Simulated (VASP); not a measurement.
BeTe (strained zincblende), PBE single-point calculation: VASP's output and Ansatz's

POSCAR

```
Be Te
 1.0000000000000000
     0.0000000000000000    2.8286236223999999    2.8286236223999999
     2.7154786775000002    0.0000000000000000    2.8286236223999999
     2.7154786775000002    2.8286236223999999    0.0000000000000000
 Be  Te
   1   1
Cartesian
  0.0000000000000000  0.0000000000000000  0.0000000000000000
  1.3577393387499999  1.4143118111999997  1.4143118111999997
```

VASP ran with the recommended PBE PAW datasets (8 valence electrons in the cell).

From OUTCAR

```
k-points           NKPTS =     59   k-points in BZ     NKDIM =     59   number of bands    NBANDS=     11

   NELECT =       8.0000    total number of electrons

   dimension x,y,z NGX =    30 NGY =   30 NGZ =   30
   dimension x,y,z NGXF=    60 NGYF=   60 NGZF=   60

  energy-cutoff  :      520.00
  volume of cell :       43.45
      direct lattice vectors                 reciprocal lattice vectors
     0.000000000  2.828623622  2.828623622    -0.184129599  0.176764415  0.176764415
     2.715478678  0.000000000  2.828623622     0.184129599 -0.176764415  0.176764415
     2.715478678  2.828623622  0.000000000     0.184129599  0.176764415 -0.176764415

 k-points in reciprocal lattice and weights: KPOINTS created by Atomic Simulation Env
   0.00000000  0.00000000  0.00000000       0.002
   0.12500000 -0.00000000 -0.00000000       0.016
   0.25000000 -0.00000000 -0.00000000       0.016
   0.37500000 -0.00000000 -0.00000000       0.016
   0.50000000 -0.00000000 -0.00000000       0.008
   0.12500000  0.12500000  0.00000000       0.008
   0.25000000  0.12500000 -0.00000000       0.031
   0.37500000  0.12500000 -0.00000000       0.031
   ...

 E-fermi :   5.8983

 k-point     1 :       0.0000    0.0000    0.0000
  band No.  band energies     occupation
      1      -7.0719      2.00000
      2       5.3372      2.00000
      3       5.3372      2.00000
      4       5.5472      2.00000
      5       8.9476      0.00000
      6       9.0327      0.00000
      7       9.0327      0.00000
      8       9.4220      0.00000
      9      13.7712      0.00000
     10      15.3076      0.00000
     11      16.0512      0.00000

 k-point     2 :       0.1250   -0.0000   -0.0000
  band No.  band energies     occupation
      1      -6.9181      2.00000
      2       4.0553      2.00000
      3       5.0697      2.00000
      4       5.2548      2.00000
      5       8.9677      0.00000
      6       9.3558      0.00000
      7       9.3818      0.00000
      8      10.6775      0.00000
      9      14.1862      0.00000
     10      14.4754      0.00000
     11      14.9585      0.00000

 k-point     3 :       0.2500   -0.0000   -0.0000
  band No.  band energies     occupation
      1      -6.4920      2.00000
      2       1.9958      2.00000
      3       4.5746      2.00000
      4       4.8334      2.00000
      5       8.7510      0.00000
      6       9.8584      0.00000
      7       9.9550      0.00000
      8      12.5889      0.00000
      9      14.3170      0.00000
     10      14.3793      0.00000
     11      14.7934      0.00000

 k-point     4 :       0.3750   -0.0000   -0.0000
  band No.  band energies     occupation
      1      -5.9446      2.00000
      2       0.3566      2.00000
      3       4.1949      2.00000
      4       4.5150      2.00000
      5       8.5673      0.00000
      6       9.9088      0.00000
      7      10.1825      0.00000
      8      13.2953      0.00000
      9      15.1388      0.00000
     10      15.6382      0.00000
     11      15.6875      0.00000

 k-point     5 :       0.5000   -0.0000   -0.0000
  band No.  band energies     occupation
      1      -5.6555      2.00000
      2      -0.3080      2.00000
      3       4.0584      2.00000
      4       4.4015      2.00000
      5       8.4998      0.00000
      6       9.8526      0.00000
      7      10.1838      0.00000
      8      13.2343      0.00000
      9      16.3236      0.00000
     10      17.0038      0.00000
     11      17.1998      0.00000

 k-point     6 :       0.1250    0.1250    0.0000
  band No.  band energies     occupation
      1      -6.8724      2.00000
      2       4.2358      2.00000
      3       4.6922      2.00000
      4       4.8402      2.00000
      5       8.6589      0.00000
      6       9.8231      0.00000
      7      10.1333      0.00000
      8      10.4024      0.00000
      9      13.3508      0.00000
     10      14.5677      0.00000
     11      16.0423      0.00000

 k-point     7 :       0.2500    0.1250   -0.0000
  band No.  band energies     occupation
      1      -6.5403      2.00000
      2       2.6158      2.00000
      3       4.2398      2.00000
      4       4.4014      2.00000
      5       8.8116      0.00000
      6       9.9741      0.00000
      7      10.7693      0.00000
      8      11.2519      0.00000
      9      13.8118      0.00000
     10      15.2154      0.00000
     11      15.7529      0.00000

 k-point     8 :       0.3750    0.1250   -0.0000
  band No.  band energies     occupation
      1      -6.0221      2.00000
      2       0.9192      2.00000
      3       3.7697      2.00000
      4       4.0358      2.00000
      5       9.0014      0.00000
      6       9.9824      0.00000
      7      11.0100      0.00000
      8      12.0104      0.00000
      9      15.1852      0.00000
     10      15.6018      0.00000
     11      16.4105      0.00000

 ...

  Total        1.2035912      0.5723239      0.5723239      0.0000000      0.0000000     -0.0000000
  in kB       44.3775029     21.1021031     21.1021031      0.0000000      0.0000000     -0.0000000
  external PRESSURE =      28.8605697 kB  Pullay stress =       0.0000000 kB

 POSITION                                       TOTAL-FORCE (eV/Angst)
 -----------------------------------------------------------------------------------
      0.00000      0.00000      0.00000         0.000000     -0.000000     -0.000000
      1.35774      1.41431      1.41431        -0.000000      0.000000      0.000000
 -----------------------------------------------------------------------------------
    total drift:                                0.000000      0.000000      0.000000

  FREE ENERGIE OF THE ION-ELECTRON SYSTEM (eV)
  ---------------------------------------------------
  free  energy   TOTEN  =        -7.5975819206 eV

  energy  without entropy=       -7.5975819206  energy(sigma->0) =       -7.59758192
```

Each program uses its own PAW datasets. VASP's cell holds 8 valence electrons and Ansatz's 18. Ansatz's stress includes a Pulay correction; VASP's doesn't.

**Question.** What does Ansatz give for the same cell and level of theory?

**Answer.** gap between bands v and c 1.60 eV; least direct gap 3.42 eV; pressure 2.7 GPa.

Ansatz printed

```
SCF 1 converged in 7 iterations: F = -7073.419690 eV  dr2 = 2.70e-8
  greatest PAW one-centre occupation: 0.998 electrons in one spin orbital (limit 2), on the Te atom at site 1 (counted from 0), in its partial waves of l = 2
NSCF: frozen V_eff on 7 k-points
SCF converged after 7 iterations
Free energy (F): -7073.419690 eV
Harris-Foulkes:  -7073.419690 eV  (|F-HF|=2.41e-8)
Internal energy: -7073.419690 eV  (E = F + TS)
E sigma→0 (E₀):  -7073.419690 eV
Fermi energy:    8.723282 eV
--- Per-component energies (eV) ---
  E_band       = -262.607548
  E_kinetic    = 200.573610
  E_local      = -1345.880879  (includes V_loc(G=0)·N_el)
  E_nonlocal   = -304.995964
  E_hartree    = 847.575377
  E_xc         = -143.681745
  E_vxc        = -124.558068  (∫ρ·V_xc dr)
  E_paw        = -4722.813982  (= ΣΔE_a)
  E_vpaw       = -382.903364  (= ΣTr[D̂ρ^β])
  E_aug_tail   = -0.000201  (compensation charges beyond the density's cutoff)
  E_ewald      = -1604.195906
  E_smearing   = -0.000000  (= −TS)
  E_closure    = 0.000000  (closes the sum)
  Σ components = -7073.419690   (vs F -7073.419690, Δ=0.00e0)
--- Forces (eV/Å), atoms counted from 1 ---
  atom   1  Be     0.00000000     0.00000000     0.00000000
  atom   2  Te     0.00000000     0.00000000     0.00000000
  max |Σ_I F_I| component: 1.25e-16 eV/Å
--- Stress (GPa, compression-positive) ---
        4.281866       0.000000       0.000000
        0.000000       1.942633       0.000000
        0.000000       0.000000       1.942633
  P = ⅓ Tr σ = 2.7224 GPa (27.224 kbar)
--- Band table (eV; the first three rows and the last of 59) ---
  k-point 0: bands = ["-28.5051", "-28.5015", "-28.5015", "-28.4915", "-28.4855", "-4.6949", "7.7140", "7.7140", "7.9246", "11.3448", "11.4300", "11.4300", "11.8022"]
  k-point 1: bands = ["-28.5048", "-28.5010", "-28.5009", "-28.4914", "-28.4855", "-4.5413", "6.4354", "7.4476", "7.6330", "11.3602", "11.7529", "11.7795", "13.0616"]
  k-point 2: bands = ["-28.5040", "-28.4998", "-28.4997", "-28.4908", "-28.4854", "-4.1162", "4.3791", "6.9541", "7.2129", "11.1416", "12.2588", "12.3549", "14.9763"]
  k-point 58: bands = ["-28.4992", "-28.4984", "-28.4977", "-28.4917", "-28.4844", "-2.7737", "3.0623", "3.9685", "4.4297", "13.4232", "13.6387", "13.7418", "14.4572"]
```
